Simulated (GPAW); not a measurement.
# AlN: band structure with BLYP

AlN:

```
Al N
1.0
     0.00000    2.18399    2.18399
     2.18399    0.00000    2.18399
     2.18399    2.18399    0.00000
Al N
1 1
Direct
  0.00000 0.00000 0.00000
  0.25000 0.25000 0.25000
```

Measurements of this composition are mostly on another form, of space group No. 186.

| Property | Result |
| --- | --- |
| Program | GPAW 26.7.0 |
| Task | band structure |
| Functional | BLYP |
| Potentials or basis | PAW data sets generated in the run's folder for this functional |
| Cutoff | 800 eV |
| Basis | pw |
| k mesh | 10 × 10 × 10 |
| Occupations | fermi-dirac, width 0.05 eV |
| Spin | no spin polarisation |
| Eigensolver | davidson |
| Maxiter | 150 |
| Band path | GXWKGLUWLK,UX |
| Band points | 80 |

```
Pressure                : 8.1 GPa
Band gap on the k mesh  : 3.69 eV, indirect (least direct gap 4.54 eV)
Band gap along the path : 3.69 eV, indirect (least direct gap 4.54 eV)
```

Levels at the corners of the path, in eV from the valence-band top:
```
point  band 1  band 2  band 3  band 4  band 5  band 6
    Γ  -14.88    0.00    0.00    0.00    4.54   12.66
    X  -12.23   -4.83   -1.74   -1.74    3.69    8.81
    W  -12.18   -3.74   -3.34   -2.59    6.34   11.69
    K  -12.25   -4.19   -3.52   -1.34    5.49   10.29
    Γ  -14.88    0.00    0.00    0.00    4.54   12.66
    L  -12.86   -5.72   -0.47   -0.47    7.59   10.19
    U  -12.25   -4.19   -3.52   -1.34    5.49   10.29
    W  -12.18   -3.74   -3.34   -2.59    6.34   11.69
    L  -12.86   -5.72   -0.47   -0.47    7.59   10.19
    K  -12.25   -4.19   -3.52   -1.34    5.49   10.29
    U  -12.25   -4.19   -3.52   -1.34    5.49   10.29
    X  -12.23   -4.83   -1.74   -1.74    3.69    8.81
```

Wall time 24 s on 1 thread of AMD EPYC 7B13 (Zen 3) (shared host), peak memory 0.2 GiB.

As with any semilocal functional, this BLYP gap is likely too small.
